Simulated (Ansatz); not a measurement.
# Strain response of Sb

Method: DFT PBEsol, scalar-relativistic, plane waves, PAW (Ansatz). (420 eV cutoff, 18×18×18 k-mesh, Gaussian smearing of 0.10 eV, no spin polarisation)

The relaxed crystal:

```xyz
1
Lattice="3.0617 0.0000 0.0000 0.0000 3.0617 0.0000 0.0000 0.0000 3.0617" Properties=species:S:1:pos:R:3 pbc="T T T"
Sb    0.0000    0.0000    0.0000
```

Deformation: biaxial strain in the a-b plane, with the length and tilt of c and the atoms relaxed, all within the symmetry that the strain leaves. Energies are extrapolated to zero smearing.

A cell with an odd number of electrons and no spin polarisation is a metal by construction and may be lower with spin.

```csv
strain (%),ΔE (meV/atom),a (Å),b (Å),c (Å)
-3.0,27.2,2.970,2.970,3.094
-2.0,11.7,3.001,3.001,3.084
-1.0,2.8,3.031,3.031,3.074
+0.0,0.0,3.062,3.062,3.062
+1.0,2.8,3.092,3.092,3.057
+2.0,11.6,3.123,3.123,3.053
+3.0,25.4,3.154,3.154,3.046
```

**Question.** What stiffness (1/V) d²E/dε² at zero strain does a cubic fit over all points give?

**Answer.** A cubic fit gives (1/V) d²E/dε² = 328 GPa at zero strain (twice the biaxial modulus).

**Question.** How does the free axis c answer a small strain?

**Answer.** Between the innermost points its strain is -0.28 times the applied one.

This simple cubic form isn't the element's structure at ambient conditions.